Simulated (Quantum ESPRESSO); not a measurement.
# FeO (Wuestite) (Fm-3m) in Quantum ESPRESSO: notebook

The runs below take FeO (Wuestite) through band structure, single point, equation of state, with LDA.

Everything below comes from runs of Quantum ESPRESSO 7.5. Logs are shortened: lines on timing, memory, paths and dates and some standing lists are left out, and cuts for length are marked.

**1. The crystal as given**

It takes space group Fm-3m (No. 225, cubic). Conventional cell: a = 4.311 Å, b = 4.311 Å, c = 4.311 Å, α = 90.00°, β = 90.00°, γ = 90.00°. Around Fe (site symmetry m-3m) lie 6 O at 2.16 Å. O (site symmetry m-3m) is surrounded by 6 Fe at 2.16 Å.

**2. Band structure, LDA, collinear spin, ferromagnetic start**

pw.in reads:

```
&CONTROL
  calculation = 'scf'
  prefix = 'pwscf'
  outdir = './tmp'
  pseudo_dir = './pseudo'
  tprnfor = .true.
  tstress = .true.
  disk_io = 'low'
/
&SYSTEM
  ibrav = 0
  nat = 2
  ntyp = 2
  ecutwfc = 90
  nbnd = 21
  occupations = 'smearing'
  smearing = 'fd'
  degauss = 0.00367493
  nspin = 2
  starting_magnetization(1) = 0.1875
  starting_magnetization(2) = 0
/
&ELECTRONS
  conv_thr = 4d-10
  electron_maxstep = 120
  mixing_beta = 0.3
/
ATOMIC_SPECIES
Fe    55.8450 Fe.upf
O     15.9990 O.upf
CELL_PARAMETERS angstrom
   0.0000000000    2.1554000000    2.1554000000
   2.1554000000    0.0000000000    2.1554000000
   2.1554000000    2.1554000000    0.0000000000
ATOMIC_POSITIONS crystal
Fe     0.0000000000    0.0000000000    0.0000000000
O      0.5000000000    0.5000000000    0.5000000000
K_POINTS automatic
11 11 11 0 0 0
```

bands.in reads:

```
&CONTROL
  calculation = 'bands'
  prefix = 'pwscf'
  outdir = './tmp'
  pseudo_dir = './pseudo'
  disk_io = 'low'
  verbosity = 'high'
/
&SYSTEM
  ibrav = 0
  nat = 2
  ntyp = 2
  ecutwfc = 90
  nbnd = 21
  occupations = 'smearing'
  smearing = 'fd'
  degauss = 0.00367493
  nspin = 2
  starting_magnetization(1) = 0.1875
  starting_magnetization(2) = 0
/
&ELECTRONS
  conv_thr = 1d-08
  electron_maxstep = 120
  mixing_beta = 0.3
  diago_full_acc = .true.
/
ATOMIC_SPECIES
Fe    55.8450 Fe.upf
O     15.9990 O.upf
CELL_PARAMETERS angstrom
   0.0000000000    2.1554000000    2.1554000000
   2.1554000000    0.0000000000    2.1554000000
   2.1554000000    2.1554000000    0.0000000000
ATOMIC_POSITIONS crystal
Fe     0.0000000000    0.0000000000    0.0000000000
O      0.5000000000    0.5000000000    0.5000000000
K_POINTS crystal
60
 0.0000000000  0.0000000000  0.0000000000 1
 0.0625000000  0.0000000000  0.0625000000 1
 0.1250000000  0.0000000000  0.1250000000 1
 0.1875000000  0.0000000000  0.1875000000 1
 0.2500000000  0.0000000000  0.2500000000 1
 0.3125000000  0.0000000000  0.3125000000 1
 0.3750000000  0.0000000000  0.3750000000 1
 0.4375000000  0.0000000000  0.4375000000 1
 0.5000000000  0.0000000000  0.5000000000 1
 0.5000000000  0.0625000000  0.5625000000 1
 0.5000000000  0.1250000000  0.6250000000 1
 0.5000000000  0.1875000000  0.6875000000 1
 0.5000000000  0.2500000000  0.7500000000 1
 0.4375000000  0.3125000000  0.7500000000 1
 0.3750000000  0.3750000000  0.7500000000 1
 0.3375000000  0.3375000000  0.6750000000 1
 0.3000000000  0.3000000000  0.6000000000 1
 0.2625000000  0.2625000000  0.5250000000 1
 0.2250000000  0.2250000000  0.4500000000 1
 0.1875000000  0.1875000000  0.3750000000 1
 0.1500000000  0.1500000000  0.3000000000 1
 0.1125000000  0.1125000000  0.2250000000 1
 0.0750000000  0.0750000000  0.1500000000 1
 0.0375000000  0.0375000000  0.0750000000 1
 0.0000000000  0.0000000000  0.0000000000 1
 0.0625000000  0.0625000000  0.0625000000 1
 0.1250000000  0.1250000000  0.1250000000 1
 0.1875000000  0.1875000000  0.1875000000 1
 0.2500000000  0.2500000000  0.2500000000 1
 0.3125000000  0.3125000000  0.3125000000 1
 0.3750000000  0.3750000000  0.3750000000 1
 0.4375000000  0.4375000000  0.4375000000 1
 0.5000000000  0.5000000000  0.5000000000 1
 0.5250000000  0.4500000000  0.5250000000 1
 0.5500000000  0.4000000000  0.5500000000 1
 0.5750000000  0.3500000000  0.5750000000 1
 0.6000000000  0.3000000000  0.6000000000 1
 0.6250000000  0.2500000000  0.6250000000 1
 0.5833333333  0.2500000000  0.6666666667 1
 0.5416666667  0.2500000000  0.7083333333 1
 0.5000000000  0.2500000000  0.7500000000 1
 0.5000000000  0.2857142857  0.7142857143 1
 0.5000000000  0.3214285714  0.6785714286 1
 0.5000000000  0.3571428571  0.6428571429 1
 0.5000000000  0.3928571429  0.6071428571 1
 0.5000000000  0.4285714286  0.5714285714 1
 0.5000000000  0.4642857143  0.5357142857 1
 0.5000000000  0.5000000000  0.5000000000 1
 0.4821428571  0.4821428571  0.5357142857 1
 0.4642857143  0.4642857143  0.5714285714 1
 0.4464285714  0.4464285714  0.6071428571 1
 0.4285714286  0.4285714286  0.6428571429 1
 0.4107142857  0.4107142857  0.6785714286 1
 0.3928571429  0.3928571429  0.7142857143 1
 0.3750000000  0.3750000000  0.7500000000 1
 0.6250000000  0.2500000000  0.6250000000 1
 0.5937500000  0.1875000000  0.5937500000 1
 0.5625000000  0.1250000000  0.5625000000 1
 0.5312500000  0.0625000000  0.5312500000 1
 0.5000000000  0.0000000000  0.5000000000 1
```

Potentials or basis: PseudoDojo 0.4.1 SR LDA standard.

Command:

```
$ OMP_NUM_THREADS=1 pw.x -in pw.in > pw.out
$ OMP_NUM_THREADS=1 pw.x -in bands.in > bands.out
```

pw.out:

```text
This program is part of the open-source Quantum ESPRESSO suite
     for quantum simulation of materials; please cite
[... 9 lines left out ...]
     --------------------
     sticks:   dense  smooth     PW     G-vecs:    dense   smooth      PW
     Sum         823     823    253                15593    15593    2685

     Using Slab Decomposition

     bravais-lattice index     =            0
     lattice parameter (alat)  =       5.7603  a.u.
     unit-cell volume          =     135.1482 (a.u.)^3
     number of atoms/cell      =            2
     number of atomic types    =            2
     number of electrons       =        22.00
     number of Kohn-Sham states=           21
     kinetic-energy cutoff     =      90.0000  Ry
     charge density cutoff     =     360.0000  Ry
     scf convergence threshold =      4.0E-10
     mixing beta               =       0.3000
     number of iterations used =            8  plain     mixing
     Exchange-correlation= SLA  PW   NOGX NOGC
                           (   1   4   0   0   0   0   0)

     celldm(1)=   5.760255  celldm(2)=   0.000000  celldm(3)=   0.000000
     celldm(4)=   0.000000  celldm(5)=   0.000000  celldm(6)=   0.000000

     crystal axes: (cart. coord. in units of alat)
               a(1) = (   0.000000   0.707107   0.707107 )
               a(2) = (   0.707107   0.000000   0.707107 )
               a(3) = (   0.707107   0.707107   0.000000 )

     reciprocal axes: (cart. coord. in units 2 pi/alat)
               b(1) = ( -0.707107  0.707107  0.707107 )
               b(2) = (  0.707107 -0.707107  0.707107 )
               b(3) = (  0.707107  0.707107 -0.707107 )

     PseudoPot. # 1 for Fe read from file:
     Fe.upf
     Pseudo is Norm-conserving + core correction, Zval = 16.0
     Generated using ONCVPSP code by D. R. Hamann
     Using radial grid of 1408 points,  6 beta functions with:
                l(1) =   0
                l(2) =   0
                l(3) =   1
                l(4) =   1
                l(5) =   2
                l(6) =   2

     PseudoPot. # 2 for O  read from file:
     O.upf
     Pseudo is Norm-conserving + core correction, Zval =  6.0
     Generated using ONCVPSP code by D. R. Hamann
     Using radial grid of  926 points,  5 beta functions with:
                l(1) =   0
                l(2) =   0
                l(3) =   1
                l(4) =   1
                l(5) =   2

     atomic species   valence    mass     pseudopotential
     Fe               16.00    55.84500     Fe( 1.00)
     O                 6.00    15.99900     O ( 1.00)

     Starting magnetic structure
     atomic species   magnetization
     Fe              0.188
     O               0.000

     48 Sym. Ops., with inversion, found

   Cartesian axes

     site n.     atom                  positions (alat units)
         1        Fe     tau(   1) = (   0.0000000   0.0000000   0.0000000  )
         2        O      tau(   2) = (   0.7071068   0.7071068   0.7071068  )

     number of k points=    56  Fermi-Dirac smearing, width (Ry)=  0.0037
                       cart. coord. in units 2pi/alat
        k(    1) = (   0.0000000   0.0000000   0.0000000), wk =   0.0007513
        k(    2) = (   0.0642824   0.0642824  -0.0642824), wk =   0.0060105
        k(    3) = (   0.1285649   0.1285649  -0.1285649), wk =   0.0060105
        k(    4) = (   0.1928473   0.1928473  -0.1928473), wk =   0.0060105
        k(    5) = (   0.2571297   0.2571297  -0.2571297), wk =   0.0060105
        k(    6) = (   0.3214122   0.3214122  -0.3214122), wk =   0.0060105
[... 48 lines left out ...]
        k(   55) = (  -0.0642824  -0.4499770   0.7071068), wk =   0.0180316
        k(   56) = (   0.0000000  -0.3856946   0.6428243), wk =   0.0180316

     Dense  grid:    15593 G-vectors     FFT dimensions: (  36,  36,  36)

     Generating pointlists ...
     new r_m :   0.2917 (alat units)  1.6802 (a.u.) for type    1
     new r_m :   0.2917 (alat units)  1.6802 (a.u.) for type    2

     Initial potential from superposition of free atoms

[... 36 lines left out ...]
     Davidson diagonalization with overlap
     ethr =  8.95E-05,  avg # of iterations =  1.4

     total energy              =    -283.45988000 Ry
     estimated scf accuracy    <       0.00432819 Ry

     total magnetization       =     3.98 Bohr mag/cell
     absolute magnetization    =     3.98 Bohr mag/cell

     iteration #  5     ecut=    90.00 Ry     beta= 0.30
     Davidson diagonalization with overlap
     ethr =  1.97E-05,  avg # of iterations =  2.1

     total energy              =    -283.46034082 Ry
     estimated scf accuracy    <       0.00008970 Ry

     total magnetization       =     4.00 Bohr mag/cell
     absolute magnetization    =     4.00 Bohr mag/cell

     iteration #  6     ecut=    90.00 Ry     beta= 0.30
     Davidson diagonalization with overlap
     ethr =  4.08E-07,  avg # of iterations =  3.2

     total energy              =    -283.46037118 Ry
     estimated scf accuracy    <       0.00003778 Ry

     total magnetization       =     4.00 Bohr mag/cell
     absolute magnetization    =     4.01 Bohr mag/cell

     iteration #  7     ecut=    90.00 Ry     beta= 0.30
     Davidson diagonalization with overlap
     ethr =  1.72E-07,  avg # of iterations =  1.5

     total energy              =    -283.46038069 Ry
     estimated scf accuracy    <       0.00000319 Ry

     total magnetization       =     4.00 Bohr mag/cell
     absolute magnetization    =     4.01 Bohr mag/cell

     iteration #  8     ecut=    90.00 Ry     beta= 0.30
     Davidson diagonalization with overlap
     ethr =  1.45E-08,  avg # of iterations =  1.8

     total energy              =    -283.46038158 Ry
     estimated scf accuracy    <       0.00000072 Ry

     total magnetization       =     4.00 Bohr mag/cell
     absolute magnetization    =     4.01 Bohr mag/cell

     iteration #  9     ecut=    90.00 Ry     beta= 0.30
     Davidson diagonalization with overlap
     ethr =  3.28E-09,  avg # of iterations =  1.0

     total energy              =    -283.46038155 Ry
     estimated scf accuracy    <       0.00000022 Ry

     total magnetization       =     4.00 Bohr mag/cell
     absolute magnetization    =     4.01 Bohr mag/cell

     iteration # 10     ecut=    90.00 Ry     beta= 0.30
     Davidson diagonalization with overlap
     ethr =  9.99E-10,  avg # of iterations =  1.7

     total energy              =    -283.46038162 Ry
     estimated scf accuracy    <          7.2E-09 Ry

     total magnetization       =     4.00 Bohr mag/cell
     absolute magnetization    =     4.01 Bohr mag/cell

     iteration # 11     ecut=    90.00 Ry     beta= 0.30
     Davidson diagonalization with overlap
     ethr =  3.27E-11,  avg # of iterations =  1.8

     total energy              =    -283.46038162 Ry
     estimated scf accuracy    <          1.0E-09 Ry

     total magnetization       =     4.00 Bohr mag/cell
     absolute magnetization    =     4.01 Bohr mag/cell

     iteration # 12     ecut=    90.00 Ry     beta= 0.30
     Davidson diagonalization with overlap
     ethr =  4.70E-12,  avg # of iterations =  1.6

     Magnetic moment per site  (integrated on atomic sphere of radius R)
     atom   1 (R=0.292)  charge= 13.5488  magn=  3.4297
     atom   2 (R=0.292)  charge=  5.8056  magn=  0.3375

     End of self-consistent calculation

     Number of k-points >= 100: set verbosity='high' to print the bands.

     the Fermi energy is    14.1926 ev

!    total energy              =    -283.46038162 Ry
     estimated scf accuracy    <          2.8E-12 Ry
     smearing contrib. (-TS)   =      -0.00087418 Ry
     internal energy E=F+TS    =    -283.45950744 Ry

     The total energy is F=E-TS. E is the sum of the following terms:
     one-electron contribution =    -124.88638762 Ry
     hartree contribution      =      74.88902326 Ry
     xc contribution           =     -43.43458707 Ry
     ewald contribution        =    -190.02755602 Ry

     total magnetization       =     4.00 Bohr mag/cell
     absolute magnetization    =     4.01 Bohr mag/cell

     convergence has been achieved in  12 iterations

     Forces acting on atoms (cartesian axes, Ry/au):

     atom    1 type  1   force =     0.00000000    0.00000000   -0.00000000
     atom    2 type  2   force =    -0.00000000   -0.00000000    0.00000000

     Total force =     0.000000     Total SCF correction =     0.000000

     Computing stress (Cartesian axis) and pressure

          total   stress  (Ry/bohr**3)                   (kbar)     P=     -162.39
  -0.00110390  -0.00000000   0.00000000         -162.39       -0.00        0.00
  -0.00000000  -0.00110390  -0.00000000           -0.00     -162.39       -0.00
   0.00000000  -0.00000000  -0.00110390            0.00       -0.00     -162.39

=------------------------------------------------------------------------------=
   JOB DONE.
=------------------------------------------------------------------------------=
```

Run time: 2 min. Hardware: 1 thread of Arm Neoverse V1, shared host; peak memory 0.12 GiB.

Results:

| Property | Result |
| --- | --- |
| Free energy | -3856.6750 eV |
| Pressure | -16.2 GPa |
| Band gap on the k mesh | none (metal or under the smearing width) |
| Net moment | 4.00 μB per cell |
| Absolute moment | 4.01 μB per cell |
| Site moments | Fe +3.43; O +0.34 μB |
| Valence electrons inside the program's atomic spheres | Fe 13.55; O 5.81 |

Levels at the corners of the path, in eV from the Fermi level:
Spin up:
| point | band 11 | band 12 | band 13 | band 14 | band 15 | band 16 |
| --- | --- | --- | --- | --- | --- | --- |
| Γ | -3.87 | -3.63 | -3.63 | 0.08 | 15.12 | 16.83 |
| X | -2.76 | -2.76 | -2.71 | 5.15 | 8.53 | 10.62 |
| W | -2.84 | -2.76 | -1.69 | 7.30 | 8.80 | 8.80 |
| K | -2.63 | -2.41 | -1.68 | 6.64 | 8.55 | 8.58 |
| Γ | -3.87 | -3.63 | -3.63 | 0.08 | 15.12 | 16.83 |
| L | -2.49 | -0.32 | -0.32 | 3.95 | 8.31 | 12.32 |
| U | -2.63 | -2.41 | -1.68 | 6.64 | 8.55 | 8.58 |
| W | -2.84 | -2.76 | -1.69 | 7.30 | 8.80 | 8.80 |
| L | -2.49 | -0.32 | -0.32 | 3.95 | 8.31 | 12.32 |
| K | -2.63 | -2.41 | -1.68 | 6.64 | 8.55 | 8.58 |
| U | -2.63 | -2.41 | -1.68 | 6.64 | 8.55 | 8.58 |
| X | -2.76 | -2.76 | -2.71 | 5.15 | 8.53 | 10.62 |
Spin down:
```tsv
point	band 5	band 6	band 7	band 8	band 9	band 10	band 11	band 12	band 13	band 14
Γ	-19.90	-3.28	-3.28	-3.28	-0.74	-0.74	-0.74	0.02	0.02	0.84
X	-18.65	-6.90	-4.46	-4.46	-2.14	0.57	0.78	0.78	1.02	6.25
W	-18.54	-6.12	-6.12	-5.60	-0.04	-0.04	0.78	0.92	1.66	8.41
K	-18.57	-6.53	-6.16	-4.90	-0.81	0.59	0.69	1.17	1.61	7.69
Γ	-19.90	-3.28	-3.28	-3.28	-0.74	-0.74	-0.74	0.02	0.02	0.84
L	-18.64	-8.07	-5.21	-5.21	0.41	0.41	0.62	2.68	2.68	4.51
U	-18.57	-6.53	-6.16	-4.90	-0.81	0.59	0.69	1.17	1.61	7.69
W	-18.54	-6.12	-6.12	-5.60	-0.04	-0.04	0.78	0.92	1.66	8.41
L	-18.64	-8.07	-5.21	-5.21	0.41	0.41	0.62	2.68	2.68	4.51
K	-18.57	-6.53	-6.16	-4.90	-0.81	0.59	0.69	1.17	1.61	7.69
U	-18.57	-6.53	-6.16	-4.90	-0.81	0.59	0.69	1.17	1.61	7.69
X	-18.65	-6.90	-4.46	-4.46	-2.14	0.57	0.78	0.78	1.02	6.25
```

Caveat: so large a pressure means that the cell lies far from this level's equilibrium, or that cutoff or potentials fall short; a cell with one magnetic atom can't hold antiferromagnetic order, which such compounds often take; semilocal functionals often make such compounds metallic where correlation or magnetic order opens a gap, which also shifts bond lengths.

(Part 1 of 2 ends here.)
